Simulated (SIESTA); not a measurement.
CdS (Hawleyite):

```xyz
8
Lattice="5.8330 0.0000 0.0000 0.0000 5.8330 0.0000 0.0000 0.0000 5.8330" Properties=species:S:1:pos:R:3 pbc="T T T"
Cd    0.0000    0.0000    0.0000
Cd    0.0000    2.9165    2.9165
Cd    2.9165    0.0000    2.9165
Cd    2.9165    2.9165    0.0000
S     1.4583    1.4583    1.4583
S     1.4583    4.3748    4.3748
S     4.3748    4.3748    1.4583
S     4.3748    1.4583    4.3748
```

Base run:

```yaml
Program: SIESTA 5.4.2
Functional: BLYP
Potentials_or_basis: PseudoDojo 0.4 standard (PBE files)
Basis: DZP (energy shift 0.003 Ry; two zetas on semicore shells)
Grid_cutoff: 800 Ry
Energy_shift: 0.003 Ry
k_mesh: 5 × 5 × 5
Occupations: fermi-dirac, width 0.05 eV
Spin: no spin polarisation
```

Its results: band gap on the k mesh 1.36 eV; pressure 6.5 GPa.

**Question.** The run is repeated on the same cell with these changes: functional from BLYP to PBE. What comes out?

**Answer.** Band gap on the k mesh 1.36 eV; pressure 3.2 GPa.

PBE binds more tightly than BLYP, so the same cell stands under less pressure.

Caveats: an odd mesh through Γ misses points on the zone boundary, where band edges often lie; the basis of atomic orbitals isn't converged, which shifts pressures, moduli and gaps; the potentials were made for another functional, which shifts forces and pressure (some runs).

Not every run made on this cell is shown here.
